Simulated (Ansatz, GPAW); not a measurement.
# A Cu chain with CO on top of one atom: transmission at several levels, part 2 of 3

Aim: T(E), conductance and thermopower of a Cu chain with CO on top of one atom, and what cheaper settings cost in accuracy.

GPAW 26.7.0 and Ansatz 0.2.0; Ansatz plane waves; Landauer transmission by layers, zero bias (the session's first sound run).

So far, transmission at the Fermi level (one spin): step 2 (plane-wave reference (PBE)) 0.499. Also open channels of the lead at the Fermi level (one spin): step 2 1.

### Step 3. Double-zeta polarised basis

Localised orbitals split the wire into layers that couple to their neighbours alone, which is what the Green's function method needs; double zeta with polarisation is the usual level for numbers.

This step: GPAW LCAO, PAW setups; Landauer transmission from Green's functions with principal layers (ASE), zero bias (GPAW 26.7.0).

Input file run.py:

```python
import json
import numpy as np
from ase import Atoms
from ase.transport.calculators import TransportCalculator
from gpaw import GPAW, FermiDirac
from gpaw.lcao.tools import get_lcao_hamiltonian
from scipy.linalg import eigh

# The junction with lead layers at both ends, along the third cell vector
device = Atoms(
    ['Cu', 'Cu', 'Cu', 'Cu', 'Cu', 'Cu', 'C', 'O', 'Cu', 'Cu', 'Cu', 'Cu', 'Cu'],
    positions=[
        [4.50000, 4.50000, 1.15000],
        [4.50000, 4.50000, 3.45000],
        [4.50000, 4.50000, 5.75000],
        [4.50000, 4.50000, 8.05000],
        [4.50000, 4.50000, 10.35000],
        [4.50000, 4.50000, 12.65000],
        [6.13150, 4.50000, 12.65000],
        [7.29150, 4.50000, 12.65000],
        [4.50000, 4.50000, 14.95000],
        [4.50000, 4.50000, 17.25000],
        [4.50000, 4.50000, 19.55000],
        [4.50000, 4.50000, 21.85000],
        [4.50000, 4.50000, 24.15000]],
    cell=[[9.0, 0.0, 0.0], [0.0, 9.0, 0.0], [0.0, 0.0, 25.3]],
    pbc=True)

# One principal layer of the lead: the first 3 atoms of the device
lead = Atoms(
    ['Cu', 'Cu', 'Cu'],
    positions=[
        [4.50000, 4.50000, 1.15000],
        [4.50000, 4.50000, 3.45000],
        [4.50000, 4.50000, 5.75000]],
    cell=[[9.0, 0.0, 0.0], [0.0, 9.0, 0.0], [0.0, 0.0, 6.9]],
    pbc=True)

settings = dict(mode='lcao', basis='dzp', xc='PBE', h=0.18,
                occupations=FermiDirac(0.1), maxiter=250,
                mixer=dict(beta=0.1, nmaxold=8, weight=100.0),
                convergence=dict(density=0.0001))
energies = np.arange(-3, 3 + 1e-9, 0.075)
eta = 0.0001
n1, n2 = 1, 1
# k and -k transmit alike, so half of the mesh across the current serves
mesh = [(i, j) for i in range(n1) for j in range(n2) if (i, j) <= (-i % n1, -j % n2)]
weights = np.array([1 if (i, j) == (-i % n1, -j % n2) else 2 for i, j in mesh]) / (n1 * n2)

# [... helper functions left out ...]
fermi_lead = ground_state(lead, (1, 1, 16), 'lead.txt')
fermi_device = ground_state(device, (1, 1, 3), 'device.txt')
# [... loop over the mesh left out, but for ...]
        # Shift the lead onto the potential of the device's first layer
        shift = ((H[:, 0, 0] - H0[:, 0, 0]) / S0[0, 0]).real.mean()
# [...]
kT = 8.617333e-5 * 500
bias = [0.1, 0.2, 0.5, 1.0, 1.5, 2.0]
# [... integrals and printing left out ...]
```

On the command line:

```
$ OMP_NUM_THREADS=1 OPENBLAS_NUM_THREADS=2 python run.py
```

The program printed:

```text
basis functions: device 191, principal layer 45
Fermi level: lead -3.6823 eV, device -3.4246 eV; lead shifted by -0.0129 eV
largest coupling past the next layer 4.59e-05 eV, largest misfit of the first layer 0.035 eV
  E-E_F (eV)   T (one spin)  channels
    -3.000    5.0217e-01    1.0000
    -2.925    5.5047e-01    1.0000
    -2.850    5.9384e-01    1.0000
    -2.775    6.3269e-01    1.0000
    -2.700    6.6685e-01    1.0000
    -2.625    6.9589e-01    1.0000
    -2.550    7.1922e-01    1.0000
    -2.475    7.3800e-01    1.0000
    -2.400    7.5021e-01    1.0000
    -2.325    7.5716e-01    1.0000
    -2.250    7.5900e-01    1.0000
    -2.175    7.5599e-01    1.0000
    -2.100    7.4828e-01    1.0000
    -2.025    7.3565e-01    1.0000
    -1.950    7.1699e-01    1.0000
    -1.875    6.8850e-01    1.0000
[...]
2.475    2.1841e-03    1.0000
     2.550    9.4560e-03    1.0000
     2.625    2.2014e-02    1.0000
     2.700    3.9849e-02    1.0000
     2.775    6.2747e-02    1.0000
     2.850    9.0306e-02    1.0000
     2.925    1.2196e-01    1.0000
     3.000    1.5704e-01    1.0000
conductance at 500 K: 0.55907 G0 a cell; thermopower 31.21 uV/K
current from the zero-bias T(E) at 0.1 V: 4.3427 uA
current from the zero-bias T(E) at 0.2 V: 8.7506 uA
current from the zero-bias T(E) at 0.5 V: 22.546 uA
current from the zero-bias T(E) at 1.0 V: 44.339 uA
current from the zero-bias T(E) at 1.5 V: 64.726 uA
current from the zero-bias T(E) at 2.0 V: 90.558 uA
```

Wall time 87 s (2 threads of Intel Xeon Platinum 8175M at 2.50GHz (Skylake/Cascade Lake), shared host); peak memory 1.2 GiB.

This run has no spin polarisation, although Cu can carry a moment.

This step gave:

| Quantity | Value |
| --- | --- |
| conductance | 0.5591 G₀ |
| largest coupling past the next principal layer | 4.59e-5 eV |
| largest misfit of the first principal layer | 0.03517 eV |
| shift that aligns the lead | -0.01290 eV |
| basis functions of the junction | 191 |
| basis functions of a principal layer | 45 |
| transmission at the Fermi level (one spin) | 0.5522 |

One spin. Table of transmission, zone mean by energy, zero at the Fermi level:

energy (eV), transmission, zone mean and a bar:
```
    -3.00       0.50 ########
    -2.77       0.63 ##########
    -2.55       0.72 ############
    -2.40       0.75 ############
    -2.17       0.76 ############
    -1.95       0.72 ############
    -1.73       0.73 ############
    -1.57       1.79 #############################
    -1.50       1.84 ##############################
    -1.35       1.46 ########################
    -1.12       1.43 #######################
    -1.05       1.44 #######################
    -0.90       1.41 #######################
    -0.75       1.08 ##################
    -0.53       1.01 ################
    -0.30       1.01 #################
    -0.07       0.64 ##########
     0.00       0.55 #########
     0.07       0.46 ########
     0.30       0.18 ###
     0.53       0.01 
     0.75       0.02 
     0.90       0.06 #
     1.12       0.12 ##
     1.35       0.14 ##
     1.57       0.13 ##
     1.73       0.11 ##
     1.95       0.06 #
     2.17       0.02 
     2.40       0.00 
     2.55       0.01 
     2.77       0.06 #
     3.00       0.16 ###
```

Crossings of the lead's bands, unfolded to its shortest repeat. The open channels, zone mean by energy, zero at the Fermi level:

| energy (eV) | open channels, zone mean |
| --- | --- |
| -3.00 | 1 |
| -2.77 | 1 |
| -2.55 | 1 |
| -2.40 | 1 |
| -2.17 | 1 |
| -1.95 | 1 |
| -1.73 | 3 |
| -1.57 | 3 |
| -1.35 | 3 |
| -1.12 | 4 |
| -0.90 | 4 |
| -0.75 | 6 |
| -0.53 | 6 |
| -0.30 | 4 |
| -0.07 | 1 |
| 0.00 | 1 |
| 0.07 | 1 |
| 0.30 | 1 |
| 0.53 | 1 |
| 0.75 | 1 |
| 0.90 | 1 |
| 1.12 | 1 |
| 1.35 | 1 |
| 1.57 | 1 |
| 1.73 | 1 |
| 1.95 | 1 |
| 2.17 | 1 |
| 2.40 | 1 |
| 2.55 | 1 |
| 2.77 | 1 |
| 3.00 | 1 |

Not self-consistent under bias; the bias window is split evenly. Current through one cell, from the zero-bias transmission against bias:

| bias (V) | current through one cell, from the zero-bias transmission (μA) |
| --- | --- |
| 0.100 | 4.34 |
| 0.200 | 8.75 |
| 0.500 | 22.5 |
| 1.000 | 44.3 |
| 1.500 | 64.7 |
| 2.000 | 90.6 |

The transmission of the three most open eigenchannels by energy, zero at the Fermi level:

| energy (eV) | channel 1 | channel 2 | channel 3 |
| --- | --- | --- | --- |
| -3.0000 | 0.502 | 0 | 0 |
| -2.7750 | 0.633 | 0 | 0 |
| -2.4750 | 0.738 | 0 | 0 |
| -2.2500 | 0.759 | 0 | 0 |
| -2.0250 | 0.736 | 0 | 0 |
| -1.7250 | 0.507 | 0.212 | 0.0106 |
| -1.5000 | 0.722 | 0.678 | 0.440 |
| -1.2750 | 0.636 | 0.371 | 0.250 |
| -0.9750 | 0.912 | 0.307 | 0.173 |
| -0.7500 | 0.789 | 0.187 | 0.0954 |
| -0.5250 | 0.802 | 0.147 | 0.0558 |
| -0.2250 | 0.853 | 0.0910 | 0.0286 |
| 0.0000 | 0.552 | 0 | 0 |
| 0.2250 | 0.271 | 0 | 0 |
| 0.5250 | 0.0125 | 0 | 0 |
| 0.7500 | 0.0196 | 0 | 0 |
| 0.9750 | 0.0850 | 0 | 0 |
| 1.2750 | 0.141 | 0 | 0 |
| 1.5000 | 0.140 | 0 | 0 |
| 1.7250 | 0.110 | 0 | 0 |
| 2.0250 | 0.0473 | 0 | 0 |
| 2.2500 | 0.00926 | 0 | 0 |
| 2.4750 | 0.00218 | 0 | 0 |
| 2.7750 | 0.0627 | 0 | 0 |
| 3.0000 | 0.157 | 0 | 0 |

At the Fermi level T is 0.552 against 0.499 in plane waves. Couplings past the next layer reach 4.6e-5 eV, small enough to drop; the matrix elements of the cell's first layer differ from the bulk lead's by up to 0.035 eV. That layer keeps its own values in the calculation, and only beyond it is the lead taken as perfect. The Fermi levels of lead and junction count from different zeros of potential, one for each periodic cell; with both set to zero, the small remaining shift is what aligns them. By hand: G = 0.5591 × 77.48 μS = 43.3 μS, a resistance of 23.1 kΩ; at 0.1 V a linear junction would pass 4.33 μA, and the integral over the bias window gives 4.34 μA.

### Step 4. Single-zeta polarised basis

The second zeta is dropped, the polarisation orbitals stay.

run.py, as its differences from that of step 3:

```diff
@@ -38,3 +38,3 @@
 
-settings = dict(mode='lcao', basis='dzp', xc='PBE', h=0.18,
+settings = dict(mode='lcao', basis='szp(dzp)', xc='PBE', h=0.18,
                 occupations=FermiDirac(0.1), maxiter=250,
```

The program printed:

```text
basis functions: device 117, principal layer 27
Fermi level: lead -3.7196 eV, device -3.4928 eV; lead shifted by -0.0149 eV
largest coupling past the next layer 4.61e-05 eV, largest misfit of the first layer 0.029 eV
  E-E_F (eV)   T (one spin)  channels
    -3.000    3.9461e-01    1.0000
    -2.925    4.3769e-01    1.0000
    -2.850    4.7826e-01    1.0000
    -2.775    5.1587e-01    1.0000
    -2.700    5.4973e-01    1.0000
    -2.625    5.7906e-01    1.0000
    -2.550    6.0357e-01    1.0000
    -2.475    6.2232e-01    1.0000
    -2.400    6.3594e-01    1.0000
    -2.325    6.4464e-01    1.0000
    -2.250    6.4892e-01    1.0000
    -2.175    6.4934e-01    1.0000
    -2.100    6.4642e-01    1.0000
    -2.025    6.4049e-01    1.0000
    -1.950    6.3144e-01    1.0000
    -1.875    6.1822e-01    1.0000
[...]
2.475    1.8497e-01    1.0000
     2.550    2.2191e-01    1.0000
     2.625    2.6020e-01    1.0000
     2.700    2.9914e-01    1.0000
     2.775    3.3811e-01    1.0000
     2.850    3.7659e-01    1.0000
     2.925    4.1411e-01    1.0000
     3.000    4.5033e-01    1.0000
conductance at 500 K: 0.63104 G0 a cell; thermopower 30.33 uV/K
current from the zero-bias T(E) at 0.1 V: 4.9174 uA
current from the zero-bias T(E) at 0.2 V: 9.9984 uA
current from the zero-bias T(E) at 0.5 V: 26.559 uA
current from the zero-bias T(E) at 1.0 V: 53.384 uA
current from the zero-bias T(E) at 1.5 V: 77.987 uA
current from the zero-bias T(E) at 2.0 V: 105.07 uA
```

The job ended after 84 s (2 threads; peak memory 1.2 GiB).

Numbers from this step:

```
conductance                                    : 0.6310 G₀
largest coupling past the next principal layer : 4.61e-5 eV
largest misfit of the first principal layer    : 0.02943 eV
shift that aligns the lead                     : -0.01491 eV
basis functions of the junction                : 117
basis functions of a principal layer           : 27
transmission at the Fermi level (one spin)     : 0.6089
```

One spin. Transmission, zone mean against energy, zero at the Fermi level:

| energy (eV) | transmission, zone mean |
| --- | --- |
| -3.0000 | 0.395 |
| -2.7750 | 0.516 |
| -2.4750 | 0.622 |
| -2.2500 | 0.649 |
| -2.0250 | 0.640 |
| -1.7250 | 0.575 |
| -1.5000 | 1.18 |
| -1.2750 | 1.32 |
| -0.9750 | 1.45 |
| -0.7500 | 1.35 |
| -0.5250 | 1.18 |
| -0.2250 | 1.11 |
| 0.0000 | 0.609 |
| 0.2250 | 0.373 |
| 0.5250 | 0.0954 |
| 0.7500 | 0.0104 |
| 0.9750 | 0.00102 |
| 1.2750 | 0.00851 |
| 1.5000 | 0.00423 |
| 1.7250 | 1.1e-4 |
| 2.0250 | 0.0270 |
| 2.2500 | 0.0891 |
| 2.4750 | 0.185 |
| 2.7750 | 0.338 |
| 3.0000 | 0.450 |

Crossings of the lead's bands, unfolded to its shortest repeat. Table of open channels, zone mean by energy, zero at the Fermi level:

| energy (eV) | open channels, zone mean |
| --- | --- |
| -3.00 | 1 |
| -2.85 | 1 |
| -2.70 | 1 |
| -2.55 | 1 |
| -2.33 | 1 |
| -2.17 | 1 |
| -2.02 | 1 |
| -1.88 | 1 |
| -1.73 | 3 |
| -1.57 | 3 |
| -1.35 | 3 |
| -1.20 | 4 |
| -1.05 | 4 |
| -0.90 | 4 |
| -0.75 | 6 |
| -0.60 | 6 |
| -0.38 | 4 |
| -0.23 | 3 |
| -0.07 | 1 |
| 0.00 | 1 |
| 0.07 | 1 |
| 0.23 | 1 |
| 0.38 | 1 |
| 0.60 | 1 |
| 0.75 | 1 |
| 0.90 | 1 |
| 1.05 | 1 |
| 1.20 | 1 |
| 1.35 | 1 |
| 1.57 | 1 |
| 1.73 | 1 |
| 1.88 | 1 |
| 2.02 | 1 |
| 2.17 | 1 |
| 2.33 | 1 |
| 2.55 | 1 |
| 2.70 | 1 |
| 2.85 | 1 |
| 3.00 | 1 |

Not self-consistent under bias; the bias window is split evenly. The current through one cell, from the zero-bias transmission by bias:

| bias (V) | current through one cell, from the zero-bias transmission (μA) |
| --- | --- |
| 0.100 | 4.92 |
| 0.200 | 10.00 |
| 0.500 | 26.6 |
| 1.000 | 53.4 |
| 1.500 | 78.0 |
| 2.000 | 105 |

Table of transmission of the three most open eigenchannels by energy, zero at the Fermi level:

| energy (eV) | channel 1 | channel 2 | channel 3 |
| --- | --- | --- | --- |
| -3.00 | 0.395 | 0 | 0 |
| -2.85 | 0.478 | 0 | 0 |
| -2.70 | 0.550 | 0 | 0 |
| -2.55 | 0.604 | 0 | 0 |
| -2.33 | 0.645 | 0 | 0 |
| -2.17 | 0.649 | 0 | 0 |
| -2.02 | 0.640 | 0 | 0 |
| -1.88 | 0.618 | 0 | 0 |
| -1.73 | 0.561 | 0.0120 | 0.00180 |
| -1.57 | 0.619 | 0.299 | 0.0661 |
| -1.35 | 0.703 | 0.438 | 0.219 |
| -1.20 | 0.748 | 0.395 | 0.183 |
| -1.05 | 0.835 | 0.378 | 0.175 |
| -0.90 | 0.850 | 0.343 | 0.181 |
| -0.75 | 0.897 | 0.273 | 0.136 |
| -0.60 | 0.802 | 0.234 | 0.109 |
| -0.38 | 0.855 | 0.211 | 0.0991 |
| -0.23 | 0.878 | 0.157 | 0.0760 |
| -0.07 | 0.693 | 4.1e-10 | 9.6e-11 |
| 0.00 | 0.609 | 4.1e-12 | 0 |
| 0.07 | 0.532 | 0 | 0 |
| 0.23 | 0.373 | 0 | 0 |
| 0.38 | 0.217 | 0 | 0 |
| 0.60 | 0.0545 | 0 | 0 |
| 0.75 | 0.0104 | 0 | 0 |
| 0.90 | 1.3e-5 | 0 | 0 |
| 1.05 | 0.00347 | 0 | 0 |
| 1.20 | 0.00783 | 0 | 0 |
| 1.35 | 0.00798 | 0 | 0 |
| 1.57 | 0.00199 | 0 | 0 |
| 1.73 | 1.1e-4 | 0 | 0 |
| 1.88 | 0.00670 | 0 | 0 |
| 2.02 | 0.0270 | 0 | 0 |
| 2.17 | 0.0642 | 0 | 0 |
| 2.33 | 0.118 | 0 | 0 |
| 2.55 | 0.222 | 0 | 0 |
| 2.70 | 0.299 | 0 | 0 |
| 2.85 | 0.377 | 0 | 0 |
| 3.00 | 0.450 | 0 | 0 |

The conductance, 0.631 G₀, lies 13 % above that of the dzp run.

### Step 5. Minimal basis

One function for each valence shell of the setup, as for a first survey of a large system.

run.py, as its differences from that of step 4:

```diff
@@ -38,3 +38,3 @@
 
-settings = dict(mode='lcao', basis='szp(dzp)', xc='PBE', h=0.18,
+settings = dict(mode='lcao', basis='sz(dzp)', xc='PBE', h=0.18,
                 occupations=FermiDirac(0.1), maxiter=250,
```

The program printed:

```text
basis functions: device 74, principal layer 18
Fermi level: lead -3.5176 eV, device -3.2488 eV; lead shifted by -0.0367 eV
largest coupling past the next layer 4.64e-05 eV, largest misfit of the first layer 0.041 eV
  E-E_F (eV)   T (one spin)  channels
    -3.000    5.0193e-01    1.0000
    -2.925    5.3420e-01    1.0000
    -2.850    5.6427e-01    1.0000
[...]
2.925    8.1693e-01    1.0000
     3.000    8.2870e-01    1.0000
conductance at 500 K: 0.34199 G0 a cell; thermopower 81.46 uV/K
current from the zero-bias T(E) at 0.1 V: 2.7133 uA
current from the zero-bias T(E) at 0.2 V: 5.7899 uA
current from the zero-bias T(E) at 0.5 V: 17.231 uA
current from the zero-bias T(E) at 1.0 V: 36.006 uA
current from the zero-bias T(E) at 1.5 V: 56.53 uA
current from the zero-bias T(E) at 2.0 V: 80.533 uA
```

Run time: 75 s. Hardware: 2 threads; peak memory 1.1 GiB.

This step gave:

```
conductance                                    : 0.3420 G₀
largest coupling past the next principal layer : 4.64e-5 eV
largest misfit of the first principal layer    : 0.04120 eV
shift that aligns the lead                     : -0.03671 eV
basis functions of the junction                : 74
basis functions of a principal layer           : 18
transmission at the Fermi level (one spin)     : 0.2911
```

The conductance, 0.342 G₀, lies 39 % below that of the dzp run.

### Step 6. LDA in the dzp basis: xc = "LDA"

Back in the dzp basis, the functional changes from PBE to LDA, to set the spread between functionals beside that between bases.

run.py, as its differences from that of step 5:

```diff
@@ -38,3 +38,3 @@
 
-settings = dict(mode='lcao', basis='sz(dzp)', xc='PBE', h=0.18,
+settings = dict(mode='lcao', basis='dzp', xc='LDA', h=0.18,
                 occupations=FermiDirac(0.1), maxiter=250,
```

The program printed:

```text
basis functions: device 191, principal layer 45
Fermi level: lead -4.0531 eV, device -3.7908 eV; lead shifted by -0.0123 eV
largest coupling past the next layer 3.60e-05 eV, largest misfit of the first layer 0.036 eV
  E-E_F (eV)   T (one spin)  channels
    -3.000    5.3566e-01    1.0000
    -2.925    5.8094e-01    1.0000
    -2.850    6.2168e-01    1.0000
[...]
2.925    1.1693e-01    1.0000
     3.000    1.5160e-01    1.0000
conductance at 500 K: 0.575 G0 a cell; thermopower 28.96 uV/K
current from the zero-bias T(E) at 0.1 V: 4.4632 uA
current from the zero-bias T(E) at 0.2 V: 8.9756 uA
current from the zero-bias T(E) at 0.5 V: 23.005 uA
current from the zero-bias T(E) at 1.0 V: 45.093 uA
current from the zero-bias T(E) at 1.5 V: 65.432 uA
current from the zero-bias T(E) at 2.0 V: 91.356 uA
```

Wall time 70 s (2 threads); peak memory 1.2 GiB.

This step gave:

```yaml
conductance: 0.5750 G₀
largest_coupling_past_the_next_principal_layer: 3.60e-5 eV
largest_misfit_of_the_first_principal_layer: 0.03563 eV
shift_that_aligns_the_lead: -0.01231 eV
basis_functions_of_the_junction: 191
basis_functions_of_a_principal_layer: 45
transmission_at_the_fermi_level_one_spin: 0.5707
```

One spin. Table of transmission, zone mean by energy, zero at the Fermi level:

energy (eV), transmission, zone mean and a bar:
```
    -3.00       0.54 #########
    -2.77       0.66 ###########
    -2.55       0.74 ############
    -2.40       0.76 ############
    -2.33       0.76 ############
    -2.17       0.76 ############
    -1.95       0.71 ############
    -1.73       0.96 ################
    -1.57       1.82 ##############################
    -1.50       1.83 ##############################
    -1.35       1.43 #######################
    -1.12       1.44 ########################
    -1.05       1.45 ########################
    -0.90       1.43 #######################
    -0.75       1.08 ##################
    -0.53       1.01 #################
    -0.30       1.02 #################
    -0.07       0.66 ###########
     0.00       0.57 #########
     0.07       0.48 ########
     0.30       0.19 ###
     0.53       0.02 
     0.75       0.02 
     0.90       0.06 #
     1.12       0.12 ##
     1.35       0.15 ##
     1.43       0.15 ##
     1.57       0.14 ##
     1.73       0.11 ##
     1.95       0.07 #
     2.17       0.02 
     2.40       0.00 
     2.55       0.01 
     2.77       0.06 #
     3.00       0.15 ##
```

The conductance, 0.575 G₀, lies 2.8 % above that of the dzp run.

### Step 7. Cost and result by level

Times are for 2 threads of Intel Xeon Platinum 8175M at 2.50GHz (Skylake/Cascade Lake), shared host. The series side by side:

| no. | run | conductance (G₀) | time | memory (GiB) |
| --- | --- | --- | --- | --- |
| 1 | dzp | 0.5591 | 87 s | 1.2 |
| 2 | szp | 0.6310 | 84 s | 1.2 |
| 3 | sz | 0.3420 | 75 s | 1.1 |
| 4 | dzp LDA | 0.5750 | 70 s | 1.2 |

### Step 8. The levels side by side

The curves are compared point by point over the common energies.

This step: comparison of transmission and cost over codes and levels (GPAW 26.7.0).

Ladder, by row:

| step | code | T at the Fermi level (sum over the listed spins) | conductance (G0) | r.m.s. T(E) from the first | wall time (s) | peak memory (GiB) | threads |
| --- | --- | --- | --- | --- | --- | --- | --- |
| pw-pbe | Ansatz | 0.4992 | - | 0 | 1053 | 3.401 | 2 |
| dzp | GPAW | 0.5522 | 0.5591 | 0.2046 | 87.15 | 1.21 | 2 |
| szp | GPAW | 0.6089 | 0.631 | 0.271 | 84.11 | 1.19 | 2 |
| sz | GPAW | 0.2911 | 0.342 | 0.3602 | 74.73 | 1.13 | 2 |
| dzp-LDA | GPAW | 0.5707 | 0.575 | 0.188 | 70.01 | 1.23 | 2 |

The transmission, zone mean, sum over the listed spins by energy, zero at the Fermi level:

| energy (eV) | pw-pbe | dzp | szp | sz | dzp-LDA |
| --- | --- | --- | --- | --- | --- |
| -3.00 | 0.544 | 0.502 | 0.395 | 0.502 | 0.536 |
| -2.77 | 0.640 | 0.633 | 0.516 | 0.591 | 0.658 |
| -2.55 | 0.708 | 0.719 | 0.604 | 0.649 | 0.736 |
| -2.25 | 0.741 | 0.759 | 0.649 | 0.669 | 0.762 |
| -2.02 | 0.709 | 0.736 | 0.640 | 0.653 | 0.733 |
| -1.80 | 1.44 | 0.634 | 0.596 | 0.601 | 0.614 |
| -1.73 | 1.94 | 0.729 | 0.575 | 0.676 | 0.960 |
| -1.57 | 1.60 | 1.79 | 0.984 | 0.953 | 1.82 |
| -1.35 | 1.24 | 1.46 | 1.36 | 1.33 | 1.43 |
| -1.12 | 1.68 | 1.43 | 1.40 | 1.28 | 1.44 |
| -1.05 | 1.34 | 1.44 | 1.45 | 1.25 | 1.45 |
| -0.97 | 1.52 | 1.42 | 1.45 | 1.22 | 1.43 |
| -0.82 | 1.31 | 1.15 | 1.39 | 1.19 | 1.15 |
| -0.60 | 1.05 | 1.00 | 1.16 | 0.992 | 0.998 |
| -0.38 | 1.03 | 1.03 | 1.17 | 0.972 | 1.03 |
| -0.15 | 0.676 | 0.851 | 1.08 | 1.34 | 0.831 |
| 0.00 | 0.499 | 0.552 | 0.609 | 0.291 | 0.571 |
| 0.15 | 0.298 | 0.368 | 0.454 | 0.128 | 0.388 |
| 0.38 | 0.0417 | 0.103 | 0.217 | 0.00903 | 0.113 |
| 0.60 | 0.0135 | 3.0e-4 | 0.0545 | 0.00965 | 6.7e-4 |
| 0.82 | 0.0977 | 0.0403 | 0.00232 | 0.0357 | 0.0397 |
| 1.05 | 0.165 | 0.104 | 0.00347 | 0.0314 | 0.106 |
| 1.27 | 0.189 | 0.141 | 0.00851 | 0.00395 | 0.144 |
| 1.35 | 0.187 | 0.144 | 0.00798 | 6.2e-6 | 0.148 |
| 1.57 | 0.161 | 0.133 | 0.00199 | 0.0516 | 0.138 |
| 1.80 | 0.114 | 0.0954 | 0.00198 | 0.220 | 0.100 |
| 2.02 | 0.0622 | 0.0473 | 0.0270 | 0.426 | 0.0509 |
| 2.25 | 0.0198 | 0.00926 | 0.0891 | 0.590 | 0.0110 |
| 2.55 | 9.9e-4 | 0.00946 | 0.222 | 0.727 | 0.00789 |
| 2.77 | 0.0375 | 0.0627 | 0.338 | 0.788 | 0.0589 |
| 3.00 | 0.851 | 0.157 | 0.450 | 0.829 | 0.152 |

(Part 2 of 3 ends here.)

[Logs are printed without paths, hosts, clocks, repeated set-up lines and the standing remarks that a program may print on its own settings, such as how far it seeks lower states.]

[Hosts, paths, dates, database ids (printed as entryN), source tags and the programs' standing remarks are cut or masked in the printed files.]
